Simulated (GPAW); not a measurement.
# NbP (I4_1md) in GPAW: equation of state

Aim: energy against volume of NbP in PBE, for its equilibrium volume and stiffness.

Program: GPAW 26.7.0. These are calculated values, not measurements. Logs are shortened: lines on timing, memory, paths and dates and some standing lists are left out, and cuts for length are marked. The log counts tension as positive stress, the text compression.

### 1 Starting point

Symmetry: I4_1md, No. 109, tetragonal system. Conventional cell: a = 3.350 Å, b = 3.350 Å, c = 11.480 Å, α = 90.00°, β = 90.00°, γ = 90.00°. Nb (site symmetry 2mm) has 6 P at 2.55 Å as nearest neighbours. Around P (site symmetry 2mm) lie 6 Nb at 2.55 Å.

The cell is a database's computed one.

### 2 Equation of state, PBE

Contents of run.py:

```python
from ase.eos import EquationOfState
from ase.io import Trajectory, read
from ase.units import GPa
from gpaw import GPAW, PW

atoms = read('NbP.xyz')

traj = Trajectory('eos.traj', 'w')
volumes, energies = [], []
for x in [0.94, 0.96, 0.98, 1.0, 1.02, 1.04, 1.06]:
    a = atoms.copy()
    a.set_cell(atoms.cell * x**(1 / 3), scale_atoms=True)
    calc = GPAW(mode=PW(600),
                xc='PBE',
                kpts={'size': (11, 11, 11), 'gamma': True},
                occupations={'name': 'fermi-dirac', 'width': 0.05},
                nbands=34,
                convergence={'density': 1e-05, 'energy': 1e-05},
                maxiter=150,
                txt=f'eos-{x:.2f}.txt')
    a.calc = calc
    energies.append(a.get_potential_energy(force_consistent=True))
    volumes.append(a.get_volume())
    p = -a.get_stress()[:3].mean() / GPa
    calc.write(f'eos-{x:.2f}.gpw')
    traj.write(a)
    print(f'{x:.2f} {volumes[-1]:10.4f} A^3 {energies[-1]:14.6f} eV {p:9.3f} GPa', flush=True)

v0, e0, B = EquationOfState(volumes, energies, eos='birchmurnaghan').fit()
print(f'V0 = {v0:.4f} A^3, E0 = {e0:.6f} eV, B0 = {B / GPa:.2f} GPa')
```

Contents of NbP.xyz:

```xyz
4
Lattice="-1.6749232544 1.6749232544 5.7401081759 1.6749232544 -1.6749232544 5.7401081759 1.6749232544 1.6749232544 -5.7401081759" Properties=species:S:1:pos:R:3 pbc="T T T"
Nb     1.6749232544      0.0000000000      2.8686856462
Nb     0.0000000000      0.0000000000      5.7387397341
P      0.0000000000      1.6749232544      3.8200163902
P      0.0000000000      0.0000000000      0.9499623022
```

Potentials or basis: GPAW PAW data sets (gpaw-data 1.2.1), pw.

Started as:

```console
$ OMP_NUM_THREADS=1 python run.py
```

Log:

```text
__  _  _
 | _ |_)|_||  |
 |__||  | ||/\| - 26.7.0

Input parameters:
  mode=PW(ecut=600.0),
  convergence={'density': 1e-05, 'energy': 1e-05},
  kpts=MonkhorstPack(size=(11, 11, 11), gamma=True),
  maxiter=150,
  nbands=34,
  occupations=Occupations(name='fermi-dirac', width=0.05),
  xc=XC(name='PBE')

Diagonalizing LCAO Hamiltonian
Converting LCAO to pw mode

       Nb

        P

           Nb

       P

Atoms  # Å, Bohr magnetons
|   | symbol |        x |        y |        z |    initial magnetic moments |
|---|--------|----------|----------|----------|-----------------------------|
| 0 |     Nb | 1.640732 | 0.000000 | 2.810125 | ( 0.0000,  0.0000,  0.0000) |
| 1 |     Nb | 0.000000 | 0.000000 | 5.621590 | ( 0.0000,  0.0000,  0.0000) |
| 2 |      P | 0.000000 | 1.640732 | 3.742035 | ( 0.0000,  0.0000,  0.0000) |
| 3 |      P | 0.000000 | 0.000000 | 0.930570 | ( 0.0000,  0.0000,  0.0000) |

Unit cell  # Å
| periodic |         x |         y |         z |  lengths |     angles |
|----------|-----------|-----------|-----------|----------|------------|
|      yes | -1.640732 |  1.640732 |  5.622930 | 6.082873 | 148.703633 |
|      yes |  1.640732 | -1.640732 |  5.622930 | 6.082873 | 148.703633 |
|      yes |  1.640732 |  1.640732 | -5.622930 | 6.082873 |  44.847726 |

Number of symmetries: 4
Symmetry operations  # r_c * U_cc + t_c -> r_c
|   | kind |            matrix            |
|---|------|------------------------------|
| 0 |  σ   |  1, 1, 1,  0, 0,-1,  0,-1, 0 |
| 1 |  E   |  1, 0, 0,  0, 1, 0,  0, 0, 1 |
| 2 |  C2  |  0, 1, 0,  1, 0, 0, -1,-1,-1 |
| 3 |  σ   |  0, 0,-1,  1, 1, 1, -1, 0, 0 |

BZ-sampling:
  Number of BZ points: 1331
  Number of IBZ points: 216

  Monkhorst-Pack size: [11, 11, 11]
  Monkhorst-Pack shift: [0, 0, 0]

K-points  # in reciprocal-cell coordinates
|     |                                coordinates |     weight |
|-----|--------------------------------------------|------------|
|   0 | (  0.00000000,   0.00000000,   0.00000000) | 0.00075131 |
|   1 | (  0.09090909,  -0.09090909,  -0.09090909) | 0.00150263 |
|   2 | (  0.09090909,  -0.09090909,   0.00000000) | 0.00300526 |
|   3 | (  0.09090909,  -0.09090909,   0.09090909) | 0.00150263 |
|   4 | (  0.09090909,   0.00000000,  -0.09090909) | 0.00300526 |
|   5 | (  0.09090909,   0.00000000,   0.00000000) | 0.00300526 |
|   6 | (  0.09090909,   0.09090909,  -0.09090909) | 0.00150263 |
|   7 | (  0.18181818,  -0.18181818,  -0.18181818) | 0.00150263 |
|   8 | (  0.18181818,  -0.18181818,  -0.09090909) | 0.00300526 |
|   9 | (  0.18181818,  -0.18181818,   0.00000000) | 0.00300526 |
| ... |                                            |            |
| 215 | (  0.45454545,   0.45454545,   0.45454545) | 0.00601052 |

Plane wave coefficients: 2058
Cutoff: 600.0 eV

Spin-components: 1 (collinear spins)
Bands:           34
Projectors:      22
Spin-degeneracy: 2
Datatype:        complex128

Parallelization:
  kpt:    1
  domain: 1
  band:   1

Density:
  Valence electrons: 36.0
  Components: 1
  Grid points: [35 35 35]
  Charge: 0.0  # |e|

Potential:
  Grid points: [35 35 35]

species:
  Nb:
    name:    Niobium
    Z:       41.0
    valence: 13
    core:    28
    charge:  0.0  # [|e|]
    compensation charges:
      type: gauss
      rc: 0.40  # [Å]
      lmax: 2
    cutoffs:
      filter: 2.35  # [Å]
      core: 1.51  # [Å]
    projectors
    | kind |    occ | energy [eV] | rcut [Å] |
    |------|--------|-------------|----------|
    |   4s |  2.000 |     -58.361 |    1.323 |
    |   5s |  1.000 |      -3.980 |    1.323 |
    |   4p |  6.000 |     -34.526 |    1.323 |
    |   5p |  0.000 |      -1.111 |    1.323 |
    |   4d |  4.000 |      -3.041 |    1.244 |
    |    d |        |      24.171 |    1.244 |

    Using partial waves for Nb as LCAO basis

  P:
    name:    Phosphorus
    Z:       15.0
    valence: 5
    core:    10
    charge:  0.0  # [|e|]
    compensation charges:
      type: gauss
      rc: 0.30  # [Å]
      lmax: 2
    cutoffs:
      filter: 1.69  # [Å]
      core: 1.81  # [Å]
    projectors
    | kind |    occ | energy [eV] | rcut [Å] |
    |------|--------|-------------|----------|
    |   3s |  2.000 |     -13.968 |    0.953 |
    |   3p |  3.000 |      -5.506 |    0.953 |
    |    s |        |      13.244 |    0.953 |
    |    p |        |      21.705 |    0.953 |
    |    d |        |       0.000 |    0.953 |

    Using partial waves for P as LCAO basis

Reference energy: -226418.122896  # eV

eigensolver:
  PPCG
  Converge bands: occupied
  niter=2

density mixing:
  MSR1-Mixer
  Pratt-step length: 0.05
  Maximum mixing coefficient: 0.75
  Old densities: 10
  SVD Regularization: 0.005
  Good broyden scale: 1.0
  Trust region scale: 1.0
  Backstep threshold: 4.0
  History deletion threshold: 6.0
  Fourier metric: weight=20.0, sigma=0.015

occupation numbers:
  Fermi-Dirac:
    width: 0.0500  # eV

poisson solver:
  ecut: 4800.0  # eV

xc functional:
  name: PBE with 2 nearest neighbor stencil

convergence criteria:
- Maximum integral of absolute [dens]ity change: 1e-05 electrons / valence electron
- Maximum [total energy] change in last 3 cyles: 1e-05 eV / valence electron
- Maximum integral of absolute [eigenst]ate change: 4e-08 eV^2 / valence electron
maximum number of iterations: 150

SCF iterations
|iter     | |      energy | eigst |  dens |
|---------|-|-------------|-------|-------|
|iter:   1| |  -37.821978 | +0.32 |       |
|iter:   2| |  -37.223611 | -1.93 | -0.96 |
|iter:   3| |  -35.475439 | -0.94 | -1.01 |
|iter:   4| |  -35.450410 | -2.69 | -1.63 |
|iter:   5| |  -35.451522 | -3.16 | -1.93 |
|iter:   6| |  -35.451434 | -4.46 | -2.76 |
|iter:   7| |  -35.451461c| -5.54 | -3.25 |
|iter:   8| |  -35.451370c| -6.01 | -3.22 |
|iter:   9| |  -35.451371c| -7.52c| -4.04 |
|iter:  10| |  -35.451371c| -7.72c| -4.61 |
|iter:  11| |  -35.451371c| -8.02c| -4.91 |
|iter:  12| |  -35.451371c| -8.72c| -5.54c|

Converged in 12 steps
Energy contributions relative to reference atoms: (reference = -226418.122896)

Energy contributions:
  Kinetic:          29.857040
  Coulomb:         -35.372690
  Zero:             -0.209033
  External:          0.000000
  Xc:              -29.724023
  Entropy:          -0.005329
  Spinorbit:         0.000000
  ----------------------------
  Free energy:     -35.454035
  Extrapolated:    -35.451371

dipole moment: (-9.669607, -11.178408, 19.297338)  # |e|*Ang

Fermi level: 11.504
Eigenvalues  # (at kpt = [0.000, 0.000, 0.000])
| band index |      eig [eV] | occ [0-2] |
|------------|---------------|-----------|
|          0 |       -43.290 |     2.000 |
|        ... |               |           |
|         10 |         5.078 |     2.000 |
|         11 |         8.276 |     2.000 |
|         12 |         9.199 |     2.000 |
|         13 |         9.201 |     2.000 |
|         14 |         9.201 |     2.000 |
|         15 |         9.648 |     2.000 |
[... 8 lines left out ...]
|         24 |        15.871 |     0.000 |
|         25 |        15.871 |     0.000 |
|        ... |               |           |
|         33 |        24.866 |     0.000 |

No gap
No difference between direct/indirect transitions

Stress tensor  # eV/Ang^3
|         x |         y |         z |
|-----------|-----------|-----------|
| -0.077341 | -0.000000 |  0.000000 |
| -0.000000 | -0.077341 | -0.000000 |
|  0.000000 | -0.000000 | -0.062537 |

# Writing to eos-0.94.gpw (mode='')
```

Run time: 64 min. Hardware: 1 thread of Intel Xeon Platinum 8488C (Sapphire Rapids), shared host; peak memory 1 GiB.

What came out:

| Item | Value |
| --- | --- |
| Equilibrium volume | 15.98 Å³/atom |
| Bulk modulus at fixed shape and positions | 191 GPa |
| Pressure derivative of the bulk modulus | 4.3 |

Energy against volume, from the lowest point:
```csv
volume (Å³/atom),energy (meV/atom)
15.137,28.78
15.459,10.30
15.781,1.02
16.103,0.00
16.425,6.42
16.747,19.51
17.069,38.60
```

Caveat: the cell was scaled at fixed shape and fractional positions, which overstates the stiffness of a crystal with free parameters, most of all of layers and chains; the program warned that so skewed a cell can give wrong results.
